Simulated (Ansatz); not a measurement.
Isolated molecules relaxed with PBE0-D4/def2-TZVP in Ansatz; ΔE leaves out vibrations. CCSD(T)/CBS adds triple-zeta CCSD(T) − MP2 to the extrapolated MP2 energy (def2 sets, frozen cores). This one scheme is used for every species. Functionals use def2-TZVPP. B3LYP here is the variant with VWN-RPA as its local correlation; programs differ in this. No spin–orbit coupling; open shells (•) take unrestricted orbitals. For Ga outer-core shells are correlated without core-valence functions, which leaves a few kJ/mol of doubt a bond. Scalar relativity is left out up to krypton.

Consider the hydrogen abstraction from a Ga–H bond: `[Cl][GaH2]` + `F[C](F)F`• → `[Cl][GaH]`• + trifluoromethane.

Q: Is it downhill or uphill in electronic energy at CCSD(T)/CBS, and by how much? (Best estimate.)

A: Ansatz gave: Downhill: ΔE = -1.25 eV.

Q: What do these levels give: revPBE-D4, B97M-V, PBE0-D4, B3LYP-D4, BHLYP-D4, HF/def2-SVP, HF/def2-TZVPP, MP2/def2-TZVPP, SCS-MP2/def2-TZVPP, HF/def2-QZVPP, SCS-MP2/def2-QZVPP, HF/CBS(def2)? (Estimate.)

A: Computed: revPBE-D4 -1.25, B97M-V -1.20, PBE0-D4 -1.25, B3LYP-D4 -1.28, BHLYP-D4 -1.25, HF/def2-SVP -1.10, HF/def2-TZVPP -1.11, MP2/def2-TZVPP -1.30, SCS-MP2/def2-TZVPP -1.30, HF/def2-QZVPP -1.10, SCS-MP2/def2-QZVPP -1.29, HF/CBS(def2) -1.10 eV.

Largest T1 diagnostic among the species: 0.015.

Leaving LDA and LC-ωPBE aside and taking each functional with its dispersion term where it has one, the values, not all of them listed here, spread over 0.15 eV, from ωB97M-V to r2SCAN-D4. LDA lies −0.07 eV from PBE without D4. In def2-TZVPP, CCSD(T) changes the Hartree–Fock value by −0.15 eV (the triples alone add −0.01 eV) and MP2 by −0.19 eV.
